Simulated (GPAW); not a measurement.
# Bi (Im-3m) in GPAW: relaxation of cell and atoms with PBEsol+D4

Aim: the relaxation of cell and atoms of Bi with PBEsol+D4.

All numbers are computed with GPAW 26.7.0; they aren't measurements. Logs are shortened: lines on timing, memory, paths and dates and some standing lists are left out, and cuts for length are marked. The log counts tension as positive stress, the text compression.

## (1) The structure

Symmetry: Im-3m, No. 229, cubic system. The conventional cell has a = 3.963 Å, b = 3.963 Å, c = 3.963 Å, α = 90.00°, β = 90.00°, γ = 90.00°. Bi (site symmetry m-3m) has 8 Bi at 3.43 Å as nearest neighbours.

This isn't the form of Bi at room conditions, which is rhombohedral.

## (2) Relaxation of cell and atoms, PBEsol+D4

File run.py:

```python
from ase import Atoms
from ase.calculators.mixing import SumCalculator
from ase.filters import FrechetCellFilter
from ase.io import write
from ase.optimize import BFGS
from dftd4.ase import DFTD4
from gpaw import GPAW, PW, setup_paths

setup_paths.insert(0, '.')

atoms = Atoms(['Bi'],
              cell=[[-1.9814305318, 1.9814305318, 1.9814305318],
                    [1.9814305318, -1.9814305318, 1.9814305318],
                    [1.9814305318, 1.9814305318, -1.9814305318]],
              scaled_positions=[[0.0, 0.0, 0.0]],
              pbc=True)

calc = GPAW(mode=PW(600),
            xc='PBEsol',
            kpts={'size': (9, 9, 9), 'gamma': True},
            occupations={'name': 'fermi-dirac', 'width': 0.05},
            nbands=15,
            convergence={'density': 1e-05, 'forces': 0.0001},
            maxiter=150,
            txt='gpaw.txt')
atoms.calc = SumCalculator([calc, DFTD4(method='pbesol')])
opt = BFGS(FrechetCellFilter(atoms), trajectory='relax.traj', logfile='-')
done = opt.run(fmax=0.02, steps=60)
calc.write('gs.gpw')
write('result.traj', atoms)
print('Converged:', done)
print('Cell:', atoms.cell.cellpar().round(4))
print('Volume:', round(atoms.get_volume(), 4))
print(atoms.get_scaled_positions().round(5))
```

Potentials or basis: PAW data sets generated in the run's folder for this functional, pw.

The run is started by

```console
> gpaw-setup -f PBEsol Bi
> OMP_NUM_THREADS=1 python run.py
```

gpaw.txt:

```text
__  _  _
 | _ |_)|_||  |
 |__||  | ||/\| - 26.7.0

Input parameters:
  mode=PW(ecut=600.0),
  convergence={'density': 1e-05, 'forces': 0.0001},
  kpts=MonkhorstPack(size=(9, 9, 9), gamma=True),
  maxiter=150,
  nbands=15,
  occupations=Occupations(name='fermi-dirac', width=0.05),
  xc=XC(name='PBEsol')

Diagonalizing LCAO Hamiltonian
Converting LCAO to pw mode

       Bi

Atoms  # Å, Bohr magnetons
|   | symbol |        x |        y |        z |    initial magnetic moments |
|---|--------|----------|----------|----------|-----------------------------|
| 0 |     Bi | 0.000000 | 0.000000 | 0.000000 | ( 0.0000,  0.0000,  0.0000) |

Unit cell  # Å
| periodic |         x |         y |         z |  lengths |     angles |
|----------|-----------|-----------|-----------|----------|------------|
|      yes | -1.981431 |  1.981431 |  1.981431 | 3.431938 | 109.471221 |
|      yes |  1.981431 | -1.981431 |  1.981431 | 3.431938 | 109.471221 |
|      yes |  1.981431 |  1.981431 | -1.981431 | 3.431938 | 109.471221 |

Number of symmetries: 48
Symmetry operations  # r_c * U_cc + t_c -> r_c
|    | kind |            matrix            |
|----|------|------------------------------|
|  0 |  σ   |  1, 1, 1,  0, 0,-1,  0,-1, 0 |
|  1 |  C4  |  1, 1, 1,  0, 0,-1, -1, 0, 0 |
|  2 |  C2  |  1, 1, 1,  0,-1, 0,  0, 0,-1 |
|  3 |  S6  |  1, 1, 1,  0,-1, 0, -1, 0, 0 |
|  4 |  S6  |  1, 1, 1, -1, 0, 0,  0, 0,-1 |
|  5 |  C4  |  1, 1, 1, -1, 0, 0,  0,-1, 0 |
|  6 |  E   |  1, 0, 0,  0, 1, 0,  0, 0, 1 |
|  7 |  σ   |  1, 0, 0,  0, 1, 0, -1,-1,-1 |
|  8 |  σ   |  1, 0, 0,  0, 0, 1,  0, 1, 0 |
[... 186 lines left out ...]
|          3 |       -15.545 |     2.000 |
|          4 |       -15.545 |     2.000 |
|          5 |        -5.959 |     2.000 |
|          6 |        12.578 |     0.000 |
|          7 |        12.578 |     0.000 |
|          8 |        12.578 |     0.000 |
|          9 |        16.700 |     0.000 |
|         10 |        18.034 |     0.000 |
|         11 |        18.034 |     0.000 |
|         12 |        18.034 |     0.000 |
|         13 |        19.132 |     0.000 |
|         14 |        19.132 |     0.000 |

No gap
No difference between direct/indirect transitions

Stress tensor  # eV/Ang^3
|        x |         y |         z |
|----------|-----------|-----------|
| 0.013000 |  0.000000 |  0.000000 |
| 0.000000 |  0.013000 | -0.000000 |
| 0.000000 | -0.000000 |  0.013000 |

Forces  # eV/Ang
|       x |        y |       z |
|---------|----------|---------|
| 0.00000 | -0.00000 | 0.00000 |  # Bi   0

Interpolating wave functions to new cell

       Bi

Atoms  # Å, Bohr magnetons
|   | symbol |         x |         y |         z |    initial magnetic moments |
|---|--------|-----------|-----------|-----------|-----------------------------|
| 0 |     Bi | -0.000000 | -0.000000 | -0.000000 | ( 0.0000,  0.0000,  0.0000) |

Unit cell  # Å
| periodic |         x |         y |         z |  lengths |     angles |
|----------|-----------|-----------|-----------|----------|------------|
|      yes | -1.961122 |  1.961122 |  1.961122 | 3.396763 | 109.471221 |
|      yes |  1.961122 | -1.961122 |  1.961122 | 3.396763 | 109.471221 |
|      yes |  1.961122 |  1.961122 | -1.961122 | 3.396763 | 109.471221 |

Number of symmetries: 48
Symmetry operations  # r_c * U_cc + t_c -> r_c
|    | kind |            matrix            |
|----|------|------------------------------|
|  0 |  σ   |  1, 1, 1,  0, 0,-1,  0,-1, 0 |
|  1 |  C4  |  1, 1, 1,  0, 0,-1, -1, 0, 0 |
|  2 |  C2  |  1, 1, 1,  0,-1, 0,  0, 0,-1 |
|  3 |  S6  |  1, 1, 1,  0,-1, 0, -1, 0, 0 |
|  4 |  S6  |  1, 1, 1, -1, 0, 0,  0, 0,-1 |
|  5 |  C4  |  1, 1, 1, -1, 0, 0,  0,-1, 0 |
|  6 |  E   |  1, 0, 0,  0, 1, 0,  0, 0, 1 |
|  7 |  σ   |  1, 0, 0,  0, 1, 0, -1,-1,-1 |
|  8 |  σ   |  1, 0, 0,  0, 0, 1,  0, 1, 0 |
[... 186 lines left out ...]
|          3 |       -15.173 |     2.000 |
|          4 |       -15.173 |     2.000 |
|          5 |        -5.797 |     2.000 |
|          6 |        13.186 |     0.000 |
|          7 |        13.186 |     0.000 |
|          8 |        13.186 |     0.000 |
|          9 |        17.491 |     0.000 |
|         10 |        18.428 |     0.000 |
|         11 |        18.428 |     0.000 |
|         12 |        18.428 |     0.000 |
|         13 |        19.714 |     0.000 |
|         14 |        19.714 |     0.000 |

No gap
No difference between direct/indirect transitions

Stress tensor  # eV/Ang^3
|         x |        y |         z |
|-----------|----------|-----------|
|  0.002438 | 0.000000 | -0.000000 |
|  0.000000 | 0.002438 |  0.000000 |
| -0.000000 | 0.000000 |  0.002438 |

Forces  # eV/Ang
|        x |        y |       z |
|----------|----------|---------|
| -0.00000 | -0.00000 | 0.00000 |  # Bi   0

Interpolating wave functions to new cell

       Bi

Atoms  # Å, Bohr magnetons
|   | symbol |         x |         y |        z |    initial magnetic moments |
|---|--------|-----------|-----------|----------|-----------------------------|
| 0 |     Bi | -0.000000 | -0.000000 | 0.000000 | ( 0.0000,  0.0000,  0.0000) |

Unit cell  # Å
| periodic |         x |         y |         z |  lengths |     angles |
|----------|-----------|-----------|-----------|----------|------------|
|      yes | -1.936252 |  1.936252 |  1.936252 | 3.353687 | 109.471221 |
|      yes |  1.936252 | -1.936252 |  1.936252 | 3.353687 | 109.471221 |
|      yes |  1.936252 |  1.936252 | -1.936252 | 3.353687 | 109.471221 |

Number of symmetries: 48
Symmetry operations  # r_c * U_cc + t_c -> r_c
|    | kind |            matrix            |
|----|------|------------------------------|
|  0 |  σ   |  1, 1, 1,  0, 0,-1,  0,-1, 0 |
|  1 |  C4  |  1, 1, 1,  0, 0,-1, -1, 0, 0 |
|  2 |  C2  |  1, 1, 1,  0,-1, 0,  0, 0,-1 |
|  3 |  S6  |  1, 1, 1,  0,-1, 0, -1, 0, 0 |
|  4 |  S6  |  1, 1, 1, -1, 0, 0,  0, 0,-1 |
|  5 |  C4  |  1, 1, 1, -1, 0, 0,  0,-1, 0 |
|  6 |  E   |  1, 0, 0,  0, 1, 0,  0, 0, 1 |
|  7 |  σ   |  1, 0, 0,  0, 1, 0, -1,-1,-1 |
|  8 |  σ   |  1, 0, 0,  0, 0, 1,  0, 1, 0 |
[... 186 lines left out ...]
|          3 |       -14.704 |     2.000 |
|          4 |       -14.704 |     2.000 |
|          5 |        -5.595 |     2.000 |
|          6 |        13.966 |     0.000 |
|          7 |        13.966 |     0.000 |
|          8 |        13.966 |     0.000 |
|          9 |        18.509 |     0.000 |
|         10 |        18.927 |     0.000 |
|         11 |        18.927 |     0.000 |
|         12 |        18.927 |     0.000 |
|         13 |        20.461 |     0.000 |
|         14 |        20.461 |     0.000 |

No gap
No difference between direct/indirect transitions

Stress tensor  # eV/Ang^3
|         x |         y |         z |
|-----------|-----------|-----------|
| -0.012254 | -0.000000 |  0.000000 |
| -0.000000 | -0.012254 |  0.000000 |
|  0.000000 |  0.000000 | -0.012254 |

Forces  # eV/Ang
|       x |        y |        z |
|---------|----------|----------|
| 0.00000 | -0.00000 | -0.00000 |  # Bi   0

# Writing to gs.gpw (mode='')
```

It took 27 s on 1 thread of Intel Xeon Platinum 8488C (Sapphire Rapids), shared host; peak memory 0.17 GiB.

Results:

| Quantity | Value |
| --- | --- |
| Free energy | -5.3651 eV |
| Relaxed volume | 29.04 Å³/atom |
| Relaxed cell | a = 3.354 Å, b = 3.354 Å, c = 3.354 Å, α = 109.47°, β = 109.47°, γ = 109.47° |
| Space group after relaxing (to 0.05 Å) | Im-3m (No. 229) |
| Energy gained by relaxing | 23.8 meV/atom |
| Ionic steps | 3 |
| Pressure after relaxing | 0.1 GPa |
| Band gap on the k mesh | none (metal or under the smearing width) |
| Dispersion energy per atom | -0.341 eV |

The path:
```
step  energy change (eV)  largest force (eV/Å)  pressure (GPa)  volume (Å³)
   1              0.0000                0.0000           -3.71        31.12
   2             -0.0170                0.0000           -2.12        30.17
   3             -0.0238                0.0000            0.11        29.04
```

Final structure:
```
CELL_PARAMETERS angstrom
-1.93625 1.93625 1.93625
1.93625 -1.93625 1.93625
1.93625 1.93625 -1.93625
ATOMIC_POSITIONS crystal
Bi 0.00000 0.00000 0.00000
```

Caveat: later steps reuse the first step's grids; spin-orbit coupling is left out, which moves the levels of the heavy elements; pairwise dispersion overbinds metals, which lowers pressure and volume.
